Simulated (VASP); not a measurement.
A run of VASP 6.6.1 is set up as follows.

INCAR

```
ALGO     = Normal         # electronic algorithm
EDIFF    = 1E-7           # SCF threshold, eV
EDIFFG   = -0.005         # ionic threshold
ENCUT    = 600            # plane-wave cutoff, eV
GGA      = PS             # functional
IBRION   = 2              # ionic algorithm
ISIF     = 3              # what is computed and relaxed
ISMEAR   = 0              # smearing method
LASPH    = T              # aspherical terms in the spheres
LCHARG   = F              # write CHGCAR
LREAL    = F              # projectors in reciprocal space
LWAVE    = F              # write WAVECAR
NELM     = 80             # most SCF steps
NSW      = 90             # ionic steps
PREC     = Accurate       # precision mode
SIGMA    = 0.03           # smearing width, eV
```

KPOINTS

```
k-points
0
Gamma
  8 8 8
```

File POSCAR:

```
SnSe                                    
1.0
    3.6068403602      0.0000000000     -0.0000000000
   -0.0000000000      3.6068403602     -0.0000000000
    0.0000000000      0.0000000000      3.6068403602
  Sn              Se            
     1     1
Direct
     0.5000000000000000    0.5000000000000000    0.5000000000000000
     0.0000000000000000    0.0000000000000000    1.0000000000000000
```

Potentials or basis: VASP PAW PBE potentials, release 64 (Sn_d, Se).

Launch:

```bash
$ cat potpaw_PBE.64/Sn_d/POTCAR potpaw_PBE.64/Se/POTCAR > POTCAR
$ mpirun -np 1 vasp_std > vasp.out
```

Question: What does it give for the band gap on the k mesh?

Answer: None (metal or under the smearing width).

Final structure:
```xyz
2
Lattice="3.6068 0.0000 0.0000 0.0000 3.6068 0.0000 0.0000 0.0000 3.6068" Properties=species:S:1:pos:R:3 pbc="T T T"
Sn    1.8034    1.8034    1.8034
Se    0.0000    0.0000    0.0000
```

Caveat: the relaxation stopped at its first step, so nothing moved.
